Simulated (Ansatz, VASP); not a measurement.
# Cs: VASP beside Ansatz

```
Cs
1.0
    -3.26430    3.26430    3.02250
     3.26430   -3.26430    3.02250
     3.26430    3.26430   -3.02250
Cs
1
Direct
  0.00000 0.00000 0.00000
```

Change from the starting cell: strain +0.080 along x and y, +0.000 along z, atoms carried along.

Alike in both runs: task single point; functional PBE; k mesh 12 × 12 × 12; occupations gaussian, width 0.15 eV; no spin polarisation.

|  | VASP | Ansatz |
| --- | --- | --- |
| version | VASP 6.6.1 | Ansatz 0.2.0 |
| potentials or method | VASP PAW PBE potentials, release 64 (Cs_sv) | scalar-relativistic, plane waves, PAW |
| plane-wave cutoff (eV) | 520 | 420 |
| valence electrons in the cell | 9 | 9 |

|  | VASP | Ansatz | Ansatz less VASP |
| --- | --- | --- | --- |
| gap on the k mesh at the Fermi level (eV) | none | none | - |
| pressure (GPa) | -0.2 | -0.2 | +0.01 |

A gap of «none» marks a metal or a gap that the smearing closes.

The runs have no spin-orbit coupling, so splittings on Cs are missing.
